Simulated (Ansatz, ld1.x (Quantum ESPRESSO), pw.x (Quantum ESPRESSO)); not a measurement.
pw.x on fcc V: one setting changed

Potential: norm-conserving Troullier–Martins (Kleinman–Bylander form), ld1.x (Quantum ESPRESSO) 7.5, PBEsol; core [Ar], reference 3d3 4s2 4p0; waves: 4s (bound): rc 2.80 bohr; 4p (bound, empty): rc 3.35 bohr; 3d (bound): rc 1.80 bohr; local part: all-electron potential smoothed inside 1.86 bohr (lloc = -2); core correction: none.

The reference run (k-mesh 15³, cutoffs 100/400 Ry, Fermi–Dirac 0.01 Ry, mixing_beta 0.4, conv_thr 1e-9, no spin) gives -0.47 GPa at 13.441 Å³/atom, where all-electron LAPW gives -0.24 GPa. This run, with its own iteration cap, changes smearing to gauss.

```
&control
  calculation='scf', prefix='x', pseudo_dir='./', outdir='./tmp', tstress=.true., disk_io='none'
/
&system
  ibrav=0, nat=1, ntyp=1, ecutwfc=100, ecutrho=400, nbnd=9,
  occupations='smearing', smearing='gauss', degauss=0.01
/
&electrons
  conv_thr=1e-09, mixing_beta=0.4, electron_maxstep=50
/
ATOMIC_SPECIES
V 1.0 V.UPF
CELL_PARAMETERS angstrom
  0.00000000 1.88712439 1.88712439
  1.88712439 0.00000000 1.88712439
  1.88712439 1.88712439 0.00000000
ATOMIC_POSITIONS crystal
V 0.0000 0.0000 0.0000
K_POINTS automatic
15 15 15 0 0 0
```

```bash
pw.x < V.scf.in > V.scf.out
```

How does the run end?

It converges in 8 iterations; the free energy moves by +43.0 meV/atom and the pressure by -0.49 GPa. Gaussian smearing of the same width is narrower in effect than Fermi–Dirac, so its quadratic term in F is smaller.

```
Message from routine setup:
     using ibrav=0 with symmetry is DISCOURAGED, use correct ibrav instead
     lattice parameter (alat)  =       5.0433  a.u.
     unit-cell volume          =      90.7044 (a.u.)^3
     number of electrons       =         5.00
     number of Kohn-Sham states=            9
     kinetic-energy cutoff     =     100.0000  Ry
     charge density cutoff     =     400.0000  Ry
     scf convergence threshold =      1.0E-09
     Exchange-correlation= PBESOL
     number of k points=   120  Gaussian smearing, width (Ry)=  0.0100
     iteration #  1     ecut=   100.00 Ry     beta= 0.40
     total energy              =     -12.34756615 Ry
     estimated scf accuracy    <       0.06781958 Ry
     iteration #  2     ecut=   100.00 Ry     beta= 0.40
     total energy              =     -12.35595366 Ry
     estimated scf accuracy    <       0.00221370 Ry
     iteration #  3     ecut=   100.00 Ry     beta= 0.40
     negative rho (up, down):  1.213E-07 0.000E+00
     total energy              =     -12.35680077 Ry
     estimated scf accuracy    <       0.00036973 Ry
     iteration #  4     ecut=   100.00 Ry     beta= 0.40
     negative rho (up, down):  5.269E-08 0.000E+00
     total energy              =     -12.35696585 Ry
     estimated scf accuracy    <       0.00003145 Ry
     iteration #  5     ecut=   100.00 Ry     beta= 0.40
     total energy              =     -12.35697654 Ry
     estimated scf accuracy    <       0.00000522 Ry
     iteration #  6     ecut=   100.00 Ry     beta= 0.40
     total energy              =     -12.35697870 Ry
     estimated scf accuracy    <       0.00000004 Ry
     iteration #  7     ecut=   100.00 Ry     beta= 0.40
     total energy              =     -12.35697878 Ry
     estimated scf accuracy    <          9.4E-09 Ry
     iteration #  8     ecut=   100.00 Ry     beta= 0.40
     the Fermi energy is    10.9352 ev
!    total energy              =     -12.35697879 Ry
     estimated scf accuracy    <          1.7E-10 Ry
     smearing contrib. (-TS)   =      -0.00111622 Ry
     The total energy is F=E-TS. E is the sum of the following terms:
     one-electron contribution =       6.63841072 Ry
     hartree contribution      =       0.71537565 Ry
     xc contribution           =      -3.63887125 Ry
     ewald contribution        =     -16.07077770 Ry
     convergence has been achieved in   8 iterations
          total   stress  (Ry/bohr**3)                   (kbar)     P=       -9.56
     Message from routine punch:
     Nothing written, as per user request (disk_io='none')
```

The run took about 23 s on one core of a shared host (Neoverse-V1, 32 threads, 247 GiB, load 18).
